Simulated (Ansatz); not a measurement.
NaF built on the zincblende prototype, relaxed with r2SCAN in the plane-wave code Ansatz. It is cubic, F-43m (No. 216); a = 5.063 Å in the conventional setting, 16.22 Å³ an atom. Na is surrounded by 4 F at 2.19 Å; F is surrounded by 4 Na at 2.19 Å.

The axes x, y and z are those of this cell:
```xyz
2
Lattice="0.0000 2.5313 2.5313 2.5313 0.0000 2.5313 2.5313 2.5313 0.0000" Properties=species:S:1:pos:R:3 pbc="T T T"
Na    0.0000    0.0000    0.0000
F     1.2656    1.2656    1.2656
```

Unstrained: PBE gives a direct gap of 5.628 eV at Γ. r2SCAN gives an indirect gap of 6.257 eV, from Γ–K (0.19 of the way from Γ) to Γ; the least direct gap is 6.257 eV at Γ. Least and direct gap differ so little that the kind isn't settled. HSE06 gives a direct gap of 7.664 eV at Γ. Meshes: PBE 8×8×8, r2SCAN 8×8×8, HSE06 6×6×6. Strains are changes of length per length, and xy shears are angles. After each strain the atoms were relaxed again with r2SCAN within the symmetry that the strain leaves, so tilts or polar shifts that break it weren't tested; points keep the names that they have in the unstrained zone. (Calculated; spin-unpolarised; the phase may be known or hypothetical.)

Q: Estimate what xy shear, engineering strain (angle) +5.38 % does to the gap.

A: HSE06: the gap goes from 7.664 to 7.598 eV (-0.066 eV); with HSE06 the top three valence levels at Γ, degenerate before, become 1+1+1 from the top over 106 meV.

Q: Apply epitaxial +4.47 % in the plane normal to [111], free normal strain -4.74 %. How far does the gap move, against the unstrained cell?

A: HSE06: the gap goes from 7.664 to 7.373 eV (-0.291 eV); with HSE06 the top three valence levels at Γ, degenerate before, become 1+2 from the top over 149 meV.

Q: Apply biaxial +1.65 % in x and y, z held. How far does the gap move, against the unstrained cell?

A: HSE06: the gap goes from 7.664 to 7.537 eV (-0.127 eV); with HSE06 the top three valence levels at Γ, degenerate before, become 1+2 from the top over 10 meV.

Where an edge lies off the special points, it is a point of the mesh or the k point where a search put PBE's edge or least direct gap, reused for the other functionals, whose own edges may lie a little apart.

The meshes of the hybrids are coarse, so their gaps aren't converged to the digits shown.

The splittings at Γ are without spin-orbit coupling, which regroups them where it is of like size or larger.
